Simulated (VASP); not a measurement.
Output of a VASP run:

File OSZICAR:
```
...
DAV:   2    -0.152032155168E+02   -0.67019E+02   -0.62815E+02   602   0.265E+02
DAV:   3    -0.247998465781E+02   -0.95966E+01   -0.95535E+01   755   0.809E+01
DAV:   4    -0.253429895878E+02   -0.54314E+00   -0.54277E+00   700   0.197E+01
DAV:   5    -0.253541508102E+02   -0.11161E-01   -0.11161E-01   646   0.270E+00    0.911E+00
DAV:   6    -0.187226340574E+02    0.66315E+01   -0.16681E+01   543   0.212E+01    0.360E+00
DAV:   7    -0.176782046859E+02    0.10444E+01   -0.99809E-01   655   0.772E+00    0.199E+00
DAV:   8    -0.192444848833E+02   -0.15663E+01   -0.48236E-01   509   0.695E+00    0.886E-01
DAV:   9    -0.181757691920E+02    0.10687E+01   -0.37691E-01   474   0.759E+00    0.601E-01
DAV:  10    -0.181937499689E+02   -0.17981E-01   -0.48111E-02   648   0.232E+00    0.472E-01
DAV:  11    -0.181962315609E+02   -0.24816E-02   -0.16776E-03   601   0.482E-01    0.471E-01
DAV:  12    -0.182128000688E+02   -0.16569E-01   -0.10702E-01   479   0.374E+00    0.362E-01
DAV:  13    -0.181764426377E+02    0.36357E-01   -0.11188E-02   488   0.957E-01    0.370E-01
DAV:  14    -0.182123724529E+02   -0.35930E-01   -0.35270E-02   482   0.256E+00    0.411E-01
DAV:  15    -0.182130408239E+02   -0.66837E-03   -0.13660E-03   581   0.399E-01    0.323E-01
DAV:  16    -0.182130579406E+02   -0.17117E-04   -0.76877E-05   663   0.828E-02    0.341E-01
DAV:  17    -0.182131402676E+02   -0.82327E-04   -0.65497E-05   528   0.918E-02    0.296E-01
DAV:  18    -0.182138153859E+02   -0.67512E-03   -0.13234E-03   477   0.318E-01    0.132E-01
DAV:  19    -0.182140271880E+02   -0.21180E-03   -0.28075E-04   546   0.157E-01    0.927E-02
DAV:  20    -0.182144273875E+02   -0.40020E-03   -0.22913E-04   462   0.167E-01    0.571E-02
DAV:  21    -0.182144397810E+02   -0.12394E-04   -0.95551E-05   575   0.825E-02    0.384E-02
DAV:  22    -0.182144496598E+02   -0.98788E-05   -0.47802E-05   530   0.860E-02    0.159E-02
DAV:  23    -0.182144215554E+02    0.28104E-04   -0.12243E-05   489   0.434E-02    0.867E-03
DAV:  24    -0.182144290020E+02   -0.74465E-05   -0.77547E-06   516   0.275E-02    0.480E-03
DAV:  25    -0.182144307492E+02   -0.17472E-05   -0.60929E-07   429   0.861E-03    0.562E-03
DAV:  26    -0.182144320673E+02   -0.13181E-05   -0.47910E-07   279   0.837E-03    0.500E-03
DAV:  27    -0.182144312410E+02    0.82627E-06   -0.61642E-07   314   0.868E-03
   1 F= -.18214431E+02 E0= -.18214431E+02  d E =-.182144E+02
       N       E                     dE             d eps       ncg     rms          rms(c)
DAV:   1    -0.182151036953E+02   -0.67163E-03   -0.11784E-02   462   0.115E+00    0.148E-01
DAV:   2    -0.182147081919E+02    0.39550E-03   -0.35096E-03   635   0.403E-01    0.825E-02
DAV:   3    -0.182146751053E+02    0.33087E-04   -0.17005E-04   492   0.159E-01    0.528E-02
DAV:   4    -0.182142679881E+02    0.40712E-03   -0.59295E-04   462   0.246E-01    0.318E-02
DAV:   5    -0.182146964085E+02   -0.42842E-03   -0.23037E-04   462   0.170E-01    0.106E-02
DAV:   6    -0.182147147966E+02   -0.18388E-04   -0.30615E-05   522   0.418E-02    0.282E-03
DAV:   7    -0.182147104990E+02    0.42976E-05   -0.39688E-06   486   0.231E-02    0.182E-03
DAV:   8    -0.182147204830E+02   -0.99840E-05   -0.27985E-06   480   0.208E-02    0.311E-03
DAV:   9    -0.182147248855E+02   -0.44025E-05   -0.19595E-06   468   0.132E-02    0.560E-04
DAV:  10    -0.182147238627E+02    0.10228E-05   -0.67342E-08   240   0.324E-03    0.135E-04
DAV:  11    -0.182147235568E+02    0.30592E-06   -0.19575E-08   240   0.157E-03
   2 F= -.18214724E+02 E0= -.18214724E+02  d E =-.292316E-03
```

**OUTCAR**
```
------------------------ aborting loop because EDIFF is reached ----------------------------------------
  FORCE on cell =-STRESS in cart. coord.  units (eV):
  Direction    XX          YY          ZZ          XY          YZ          ZX
  --------------------------------------------------------------------------------------
  Total        0.0081184      0.0081184      0.0676765      0.0000000     -0.0000000     -0.0000000
  in kB        0.2983031      0.2983031      2.4867048      0.0000000     -0.0000000     -0.0000000
  external PRESSURE =       1.0277703 kB  Pullay stress =       0.0000000 kB
  volume of cell :       43.60
      direct lattice vectors                 reciprocal lattice vectors
     1.807020344 -3.129851314  0.000000000     0.276698600 -0.159751998  0.000000000
     1.807020344  3.129851314 -0.000000000     0.276698600  0.159751998 -0.000000000
     0.000000000  0.000000000  3.854850651    -0.000000000  0.000000000  0.259413422
 POSITION                                       TOTAL-FORCE (eV/Angst)
 -----------------------------------------------------------------------------------
      1.80702      1.04329      0.00000         0.000000     -0.000000     -0.000000
      1.80702     -1.04329      0.00000        -0.000000      0.000000      0.000000
      1.80702     -3.12985      1.92743        -0.000000      0.000000      0.000000
      1.80702     -3.12985      0.00000        -0.000000      0.000000      0.000000
 -----------------------------------------------------------------------------------
    total drift:                                0.000000     -0.000000      0.000000
  FREE ENERGIE OF THE ION-ELECTRON SYSTEM (eV)
  ---------------------------------------------------
  free  energy   TOTEN  =       -18.2147235568 eV

  energy  without entropy=      -18.2147235568  energy(sigma->0) =      -18.21472356

 reached required accuracy - stopping structural energy minimisation
```
(Selected blocks of OUTCAR.)

POSCAR:
```
Li3N
1
    1.8060453801    -3.1281626268    -0.0000000000
    1.8060453801     3.1281626268     0.0000000000
   -0.0000000000     0.0000000000     3.8475747633
Li N
3 1
Direct
  0.3333330000   0.6666670000   0.0000000000
  0.6666670000   0.3333330000   0.0000000000
  0.0000000000   0.0000000000   0.5000000000
  0.0000000000   0.0000000000   0.0000000000
```

Task: Reconstruct the remaining input files.

Result: One answer among several that fit: the input of the run itself, r2SCAN meta-GGA, plane waves, VASP's PBE PAW potentials (set 64).

File KPOINTS:
```
Automatic mesh
0
Gamma
6 6 5
0 0 0
```

**INCAR**
```
SYSTEM=Li3N
PREC=Accurate; ENCUT=520; LREAL=.False.
LASPH=.True.
EDIFF=1E-6; NELM=100; ALGO=Normal
LMIXTAU=.True.
ISMEAR=0; SIGMA=0.05
METAGGA=R2SCAN
IBRION=2; NSW=60; ISIF=3
EDIFFG=-0.02
LWAVE=.False.; LCHARG=.False.
```

POTCAR, in this order: Li_sv N (PBE.64 set). Program: vasp_std.

The compound is Li3N in the alpha structure. This run relaxes it. Symmetry was kept, so distortions that lower it aren't found. The start is the result of an earlier pass.
